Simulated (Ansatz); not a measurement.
# From PBEsol to G0W0: Ga3AsP2 (zincblende [001] superlattice)

Aim: the quasiparticle gap of Ga3AsP2 (zincblende [001] superlattice), starting from PBEsol.

Program: Ansatz 0.2.0. Level of theory: PBEsol, then G0W0 on it, plane waves, PAW. Results are calculated unless marked as measured.

Most raw output is cut from this account.

## (1) Set-up

The cell holds 12 atoms: 6 Ga, 2 As and 4 P. Cell: a = 3.900 Å, b = 3.900 Å, c = 16.510 Å, α = 90.0°, β = 90.0°, γ = 90.0°. It derives from GaAs. Regions: GaAs, 4 atoms (2 Ga and 2 As); GaP, 8 atoms (4 Ga and 4 P). The structure's axis is c.

The structure was relaxed with PBEsol. The runs that relaxed it are not among those shown.

The logs state that the PAW files were generated under PBE.

## (2) Bands along the symmetry lines

Levels along a band path and on the mesh show where this functional puts the band edges.

This step: DFT, PBEsol, plane waves, PAW; PAW set soft_1.

input.yaml reads:

```yaml
crystal:
  lattice:
    - [3.9000961645, 0.0, 0.0]
    - [0.0, 3.9000961645, 0.0]
    - [0.0, 0.0, 16.5097913006]
  atoms:
    - { symbol: Ga, position: [0.0, 0.0, 0.0406770084] }
    - { symbol: As, position: [0.5, 0.0, 0.1281726223] }
    - { symbol: Ga, position: [0.5, 0.5, 0.215535208] }
    - { symbol: As, position: [0.0, 0.5, 0.3028977937] }
    - { symbol: Ga, position: [0.0, 0.0, 0.3903934076] }
    - { symbol: P, position: [0.5, 0.0, 0.4716572027] }
    - { symbol: Ga, position: [0.5, 0.5, 0.5530310174] }
    - { symbol: P, position: [0.0, 0.5, 0.6342792214] }
    - { symbol: Ga, position: [0.0, 0.0, 0.715535208] }
    - { symbol: P, position: [0.5, 0.0, 0.7967911945] }
    - { symbol: Ga, position: [0.5, 0.5, 0.8780393986] }
    - { symbol: P, position: [0.0, 0.5, 0.9594132133] }
kpoints:
  mp_grid: { grid: [6, 6, 2] }
  band_path:
    path:
      - [[0.0, 0.0, 0.0], [0.0, 0.5, 0.0], [0.5, 0.5, 0.0], [0.0, 0.0, 0.0], [0.0, 0.0, 0.5], [0.0, 0.5, 0.5], [0.5, 0.5, 0.5], [0.0, 0.0, 0.5]]
      - [[0.0, 0.5, 0.0], [0.0, 0.5, 0.5]]
      - [[0.5, 0.5, 0.0], [0.5, 0.5, 0.5]]
    npoints: 10
hamiltonian:
  xc: pbesol
  pseudopotentials: { kind: paw, azcp: { folder: soft_1 }, xc_functional: pbe }
scf:
  occupations: { method: fermi_dirac, width: 0.02 }
  n_extra_bands: 8
output:
  eigenvalues: true
  write_density: true
  write_potential: true
  elf: true
  volumetric_format: npy
```

The run is started by

```
$ ansatz run input.yaml --threads 2 --pin off --max-ram 73728MiB --backend cuda --events-out ev --progress --plain --runs-dir out --devices 1 --max-vram 13GiB
```

The job ended after 7.5 s (1 × NVIDIA H100 80GB HBM3 (shared by 6 runs) with 2 threads of AMD EPYC 7R13 (Zen 3), shared host; peak memory 1.1 GiB).

This step gave:

- filled bands: 64
- gap: 1.253 eV
- valence top at: Γ
- conduction bottom at: Γ
- least direct gap: 1.253 eV

Over mesh and path the gap is 1.253 eV, direct, at k = Γ.

The electronic bands at the labelled points (eV, zero at the top of the highest nominally filled band):

```
    point  band 61  band 62  band 63  band 64  band 65  band 66  band 67  band 68
        Γ    -1.03    -0.06     0.00     0.00     1.25     1.30     1.35     1.51
  halfway    -0.97    -0.88    -0.83    -0.23     1.81     1.85     1.91     2.29
        X    -1.43    -1.42    -0.84    -0.82     1.85     1.85     1.92     1.92
  halfway    -2.06    -2.06    -2.00    -2.00     2.35     2.36     2.54     2.57
        M    -2.76    -2.76    -2.75    -2.75     1.40     1.40     1.62     1.62
  halfway    -1.76    -1.74    -1.22    -1.20     1.97     3.02     3.05     3.30
        Γ    -1.03    -0.06     0.00     0.00     1.25     1.30     1.35     1.51
  halfway    -0.74    -0.40    -0.08    -0.08     1.28     1.30     1.58     1.64
        Z    -0.53    -0.53    -0.20    -0.20     1.26     1.27     1.77     1.89
  halfway    -0.94    -0.90    -0.68    -0.30     1.88     2.00     2.06     2.14
        R    -1.19    -1.19    -0.84    -0.82     1.30     1.30     2.56     2.57
  halfway    -2.23    -2.21    -2.02    -2.01     2.15     2.16     2.28     2.28
        A    -3.01    -2.97    -2.91    -2.91     1.86     1.86     2.03     2.03
  halfway    -1.55    -1.54    -1.27    -1.26     2.55     2.56     2.86     2.90
        Z    -0.53    -0.53    -0.20    -0.20     1.26     1.27     1.77     1.89
jump to X    -1.43    -1.42    -0.84    -0.82     1.85     1.85     1.92     1.92
  halfway    -1.38    -1.38    -0.84    -0.82     1.48     1.48     2.32     2.32
        R    -1.19    -1.19    -0.84    -0.82     1.30     1.30     2.56     2.57
jump to M    -2.76    -2.76    -2.75    -2.75     1.40     1.40     1.62     1.62
  halfway    -2.83    -2.83    -2.81    -2.81     1.54     1.54     1.77     1.77
        A    -3.01    -2.97    -2.91    -2.91     1.86     1.86     2.03     2.03
```

ELF in the ca plane at fractional y = 0.000, with atoms of Ga and As and P within 0.2 Å of it. It is the smooth field of the valence electrons, not physical close to the nuclei.

Ten even steps from '0' (0.01) to '9' (0.90), each cell a mean:
```
10013421000002220002331000012210023310000122
22236764200001222235764200002222247752100012
23478766520000122369987520001123589876310001
13676336641000012699646751000025897367620000
03663014652000002685005862000015871038730000
13674115652000002697215862000015883048730000
23687656631000012589977641000124799777510001
22357765310001222347986310001222369864200012
21124542100001221013542100012210124531000022
10012310000002220102220000012201012210000122
```
Columns run along c (16.5 Å), rows up along a (3.9 Å). Atoms in or near the plane, at fractional coordinates: Ga at (0.04, 0.00), As at (0.13, 0.50), Ga at (0.39, 0.00), P at (0.47, 0.50), Ga at (0.72, 0.00), P at (0.80, 0.50).

Valence density in the ca plane at fractional y = 0.000, with atoms of Ga and As and P within 0.2 Å of it. It is the smooth field of the valence electrons, not physical close to the nuclei.

Values in e/Å³, 6 rows by 16 columns, each cell a mean:
```
 7  1  0  0  0  1  7  0  0  0  0  8  1  0  0  0
 0  1  1  0  0  0  0  1  0  0  0  0  1  0  0  0
 0  5 12  0  0  0  0  0  0  0  0  0  0  0  0  0
 0  3  6  0  0  0  0  1  0  0  0  0  1  0  0  0
 1  1  0  0  0  0  1  0  0  0  0  1  1  0  0  0
14  2  0  0  0  1 15  0  0  0  0 15  1  0  0  0
```
Columns run along c (16.5 Å), rows up along a (3.9 Å). Atoms in or near the plane, at fractional coordinates: Ga at (0.04, 0.00), As at (0.13, 0.50), Ga at (0.39, 0.00), P at (0.47, 0.50), Ga at (0.72, 0.00), P at (0.80, 0.50).

## (3) One-shot GW

G0W0 replaces the xc potential by a self-energy built once from the orbitals of the start. Levels are corrected in the window of bands that the input names, at points of the mesh.

This step: G0W0 on PBEsol, plane waves, PAW; PAW set soft_1.

input.yaml, the sections that differ from step 2:

```yaml
kpoints:
  mp_grid: { grid: [4, 4, 2] }
scf:
  occupations: { method: fixed }
gw:
  n_empty_bands: 1047
  ecut_chi: 150.0
  qp_bands: [v4, c4]
  qp_kpoints: band_edges
  screening: { model: contour_deformation }
# crystal, hamiltonian: as in step 2
# output: removed
```

Run time: 88 s. Hardware: 1 × NVIDIA H100 80GB HBM3 (shared by 6 runs) with 2 threads; peak memory 4.5 GiB; 2.5 min of CPU time.

Numbers from this step:

* bands summed: 1111
* RPA ε∞ on this mesh (eigenvalues): 12.83, 16.91, 16.91
* plane waves in the screening matrix: 1045
* q-points in the mesh: 32
* G0W0 gap over the corrected points: 1.894 eV
* k of the valence top: 0, 0, 0
* k of the conduction bottom: 0, 0, -0.5
* starting gap on the mesh: 1.246 eV
* Z at the valence top: 0.7673
* Z at the conduction bottom: 0.7855
* least direct G0W0 gap over the corrected points: 1.907 eV

Over 8 of 12 irreducible mesh points the G0W0 gap is 1.894 eV, from k = Γ to k = (0.000, 0.000, -0.500). The PBEsol gap of this run on the mesh is 1.246 eV. Other states bound it: the two that bound the G0W0 gap lie 1.260 eV apart in PBEsol, so state for state the correction is 1.894 − 1.260 = +0.634 eV, while gap against gap it is 1.894 − 1.246 = +0.648 eV. The start of this run differs from the step before in mesh (6×6×2 and 4×4×2).

Labels follow the order of the start: v1 is the top filled band, c1 the lowest empty one; levels that stay degenerate share a row, the window can cut a multiplet, doubted levels are not marked in this list, bands outside the window were not corrected, and the list may be a part of the corrected levels. The levels before and after the correction (eV, zero at the valence-band top of each column):

```
           conduction bottom  valence top
Kohn-Sham               1.25         0.00
     G0W0               1.89         0.00
```

```
                      level  occupation  energy (eV)
Kohn-Sham              Γ v3           2       -0.063
Kohn-Sham           Γ v2-v1           2        0.000
Kohn-Sham              Γ c1           0        1.246
Kohn-Sham              Γ c2           0        1.282
Kohn-Sham              Γ c3           0        1.335
Kohn-Sham     (0 0 -0.5) v3           2       -0.535
Kohn-Sham  (0 0 -0.5) v2-v1           2       -0.204
Kohn-Sham     (0 0 -0.5) c1           0        1.250
Kohn-Sham     (0 0 -0.5) c2           0        1.260
Kohn-Sham     (0 0 -0.5) c3           0        1.762
     G0W0              Γ v3           2       -0.031
     G0W0           Γ v2-v1           2        0.000
     G0W0              Γ c1           0        2.097
     G0W0              Γ c2           0        1.907
     G0W0              Γ c3           0        2.048
     G0W0     (0 0 -0.5) v3           2       -0.546
     G0W0  (0 0 -0.5) v2-v1           2       -0.199
     G0W0     (0 0 -0.5) c1           0        1.925
     G0W0     (0 0 -0.5) c2           0        1.894
     G0W0     (0 0 -0.5) c3           0        2.452
```

The parts of the quasiparticle energy for the two states that bound the G0W0 gap, in eV on the run's own scale (QP = start + Σx + Σc − Vxc, with Σc at the quasiparticle energy):

```
             edge                       k  band  start       Σx      Σc      Vxc      Z     QP
      valence top                       Γ    63  7.398  −17.051   1.107  −15.399  0.767  6.854
conduction bottom  (0.000, 0.000, -0.500)    66  8.658   −7.075  −3.893  −11.059  0.785  8.748
```

## (4) Spin-orbit coupling in PBEsol

This run has two-component orbitals with spin-orbit coupling.

This step: DFT, PBEsol with spin-orbit coupling, plane waves, PAW; PAW set soft_1.

Edit input.yaml of step 3 so:

```diff
@@ -19,13 +19,22 @@
 kpoints:
-  mp_grid: { grid: [4, 4, 2] }
+  mp_grid: { grid: [6, 6, 2] }
+  band_path:
+    path:
+      - [0.0, 0.0, 0.0]
+      - [0.0, 0.5, 0.0]
+      - [0.5, 0.5, 0.0]
+      - [0.0, 0.0, 0.5]
+      - [0.0, 0.5, 0.5]
+      - [0.5, 0.5, 0.5]
+    npoints: 1
 hamiltonian:
   xc: pbesol
-  pseudopotentials: { kind: paw, azcp: { folder: soft_1 }, xc_functional: pbe }
+  pseudopotentials: { kind: paw_fr, azcp: { folder: soft_1 }, xc_functional: pbe }
 scf:
-  occupations: { method: fixed }
-gw:
-  n_empty_bands: 1047
-  ecut_chi: 150.0
-  qp_bands: [v4, c4]
-  qp_kpoints: band_edges
-  screening: { model: contour_deformation }
+  occupations: { method: fermi_dirac, width: 0.02 }
+  n_extra_bands: 16
+magnetization:
+  noncollinear: true
+  spin_orbit: true
+output:
+  eigenvalues: true
```

Elapsed: 7.9 s, on 1 × NVIDIA H100 80GB HBM3 (shared by 6 runs) with 2 threads; peak memory 1.2 GiB.

Numbers from this step:

* gap: 1.183 eV
* valence top at: Γ
* conduction bottom at: Γ
* least direct gap: 1.183 eV

Over mesh and listed points the gap is 1.183 eV, direct, at k = Γ. PBEsol+SOC against PBEsol: 1.183 − 1.253 = −0.070 eV, with the same mesh, set of files (read in its fully relativistic form for the spin-orbit run) and cutoff, and both edges at the same k points. The spin-orbit run sees mesh and listed points alone, so its gap is an upper bound: the coupling can move an edge off these points, the more so as this crystal has no centre of inversion, and the change over the zone, its sign included where it is small, is not known.

## (5) Side by side

Each gap is the least one over the points named; times are wall times on shared hosts, not benchmarks. A G0W0 time includes the run's own self-consistent start. Runs with listed points see these and the mesh alone, so an edge that moves elsewhere is missed. Rows marked * are further runs, not shown as steps, whose inputs differ from the G0W0 step on the same start in the columns given; solver thresholds can differ too.

```
       level   mesh       files, cutoff  bands summed, screening                           points  gap (eV)  valence top       conduction bottom  least direct gap (eV)   time
      PBEsol  6×6×2  soft_1 PAW, 420 eV                        -                    mesh and path     1.253            Γ                       Γ                  1.253  7.5 s
  PBEsol+SOC  6×6×2  soft_1 PAW, 420 eV                        -           mesh and listed points     1.183            Γ                       Γ                  1.183  7.9 s
G0W0@PBEsol*  4×4×2  soft_1 PAW, 420 eV               329, 60 eV  8 of 12 irreducible mesh points     1.709            Γ  (0.000, 0.000, -0.500)                  1.713   22 s
 G0W0@PBEsol  4×4×2  soft_1 PAW, 420 eV             1111, 150 eV  8 of 12 irreducible mesh points     1.894            Γ  (0.000, 0.000, -0.500)                  1.907   88 s
```

## (6) Outcome

```json
{
  "PBEsol gap over mesh and path": "1.253 eV, direct, at k = Γ",
  "G0W0@PBEsol gap over 8 of 12 irreducible mesh points": "1.894 eV, from k = Γ to k = (0.000, 0.000, -0.500)",
  "PBEsol+SOC gap over mesh and listed points": "1.183 eV",
  "GW settings": "4×4×2 mesh, 1047 empty bands, screening to 150 eV, PAW set soft_1 files",
  "known limits": "finite bands, screening cutoff and k mesh; no spin-orbit coupling in G0W0; d shells not analysed"
}
```

In words: Over 8 of 12 irreducible mesh points the G0W0 gap is 1.894 eV, from k = Γ to k = (0.000, 0.000, -0.500). The PBEsol gap of this run on the mesh is 1.246 eV. Other states bound it: the two that bound the G0W0 gap lie 1.260 eV apart in PBEsol, so state for state the correction is 1.894 − 1.260 = +0.634 eV, while gap against gap it is 1.894 − 1.246 = +0.648 eV. The valence state moves by 6.854 − 7.398 = −0.544 eV and the conduction state by 8.748 − 8.658 = +0.090 eV, on the run's own scale; with 329 bands the edge states move by −0.137 and +0.312 eV, so the split between the edges depends on the bands and cutoff. Both edges that PBEsol shows over mesh and path lie at k points where levels were corrected. G0W0 has the conduction bottom at another k point than that. Levels at other points were not corrected, so a lower G0W0 gap elsewhere in the zone is not ruled out. From 329 bands and 60 eV to 1111 bands and 150 eV the gap moves by 1.894 − 1.709 = +0.185 eV; bands and screening cutoff rise together, so their parts are not told apart. Two runs can't test a law of convergence, so the limit is not known. PBEsol+SOC against PBEsol: 1.183 − 1.253 = −0.070 eV, with the same mesh, set of files (read in its fully relativistic form for the spin-orbit run) and cutoff, and both edges at the same k points. The spin-orbit run sees mesh and listed points alone, so its gap is an upper bound: the coupling can move an edge off these points, the more so as this crystal has no centre of inversion, and the change over the zone, its sign included where it is small, is not known. What spin-orbit coupling does to the G0W0 levels was not computed, so no sum with the G0W0 gap is formed. The G0W0 runs are scalar-relativistic. One-shot GW is known to converge slowly in bands for compounds with shallow d shells. The cell holds Ga; the filling of the d shell and its place against the gap were not analysed here. No pair of G0W0 runs that differ in the mesh alone is shown (4×4×2 is a supercell whose nearest images lie 16 Å apart), so the error from the mesh is not known here. G0W0 is shown with one set of atomic data (soft_1 PAW), so the error from the files is not known here.

[Paths, hosts, dates, memory and timing lines, banners, echoed tables and standing remarks are left out of the program output.]

[Logs are printed without paths, hosts, clocks, repeated set-up lines and the standing remarks that a program may print on its own settings, such as how far it seeks lower states.]

[Runs of the session that timed out or met a known fault of the program may be left out.]

[Cells called generated may have been cut or substituted from an entry of the Crystallography Open Database or the Materials Project.]

[Hosts, paths, dates, database ids (printed as entryN), source tags and the programs' standing remarks are cut or masked in the printed files.]

[Where an RPA ε∞ is given, it is that of the G0W0 mesh and is not shown converged in it. Names of k-points follow the symmetry that the program found, which can be lower than the space group named. Band edges on a path are those of the sampled points; other points can move an edge, and change direct to indirect where valleys lie close.]

[Hybrid gaps are those of their k-mesh and are not shown converged in it.]
